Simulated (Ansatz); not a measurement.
# Calculated quadrupolar parameters for SiO₂

The cell is a Materials Project structure (computed, not necessarily an observed phase), taken as it stands.

Space group Fddd:1 (No. 70); a = 4.7192, b = 9.4325, c = 14.7256 Å.

| site | Wyckoff | site symmetry | x | y | z |
| --- | --- | --- | --- | --- | --- |
| Si | 16g | ..2 | 0.7500 | 0.7500 | 0.5632 |
| O5 | 16d | -1 | 0.3750 | 0.6250 | 0.3750 |
| O9 | 16f | .2. | 0.5000 | 0.1866 | 0.5000 |

One atom of each set is listed; the run and its k-mesh use a cell of 12 atoms with edges of 8.74, 7.73, 5.27 Å.

All values are calculated (Ansatz; DFT, PBE, plane waves and PAW (field gradients read without the response of the frozen cores, which leaves them typically 4 to 6 % off), scalar-relativistic, 420 eV cutoff, Γ-centred 5×5×5 k-points, Fermi–Dirac smearing 0.02 eV), not measured.

Conventions: |V_zz| ≥ |V_yy| ≥ |V_xx|, η = (V_xx − V_yy)/V_zz, C_Q = eQV_zz/h.

O-17: I = 5/2, Q = -25.58 mb. Nuclear quadrupole moments: year-2017 set (Pyykkö).

| site | atoms | first shell | V_xx, V_yy, V_zz (10²¹ V/m²) | η | C_Q (MHz) |
| --- | --- | --- | --- | --- | --- |
| Si | 4 | 4 O at 1.60–1.62 Å | -0.097, -0.64, 0.74 | 0.74 | – |
| O5 | 4 | 2 Si at 1.60 Å, angle 180° | -5.02, -5.56, 10.58 | 0.05 | -6.55 |
| O9 | 4 | 2 Si at 1.62 Å, angle 137° | -3.24, -5.89, 9.13 | 0.29 | -5.65 |

At O5 V_zz points along the line of its two bonds (within 1°). At O9 V_zz runs parallel to the line that joins its two neighbours (within 1°).

Si has no stable isotope with a ground-state quadrupole moment in the table, so no C_Q is given.

At this cell the principal stresses reach 5 GPa in size with PBE, which can matter for small gradients. The largest force is 0.4 eV/Å, so the atoms aren't at the calculated equilibrium and relaxing them would move these values.
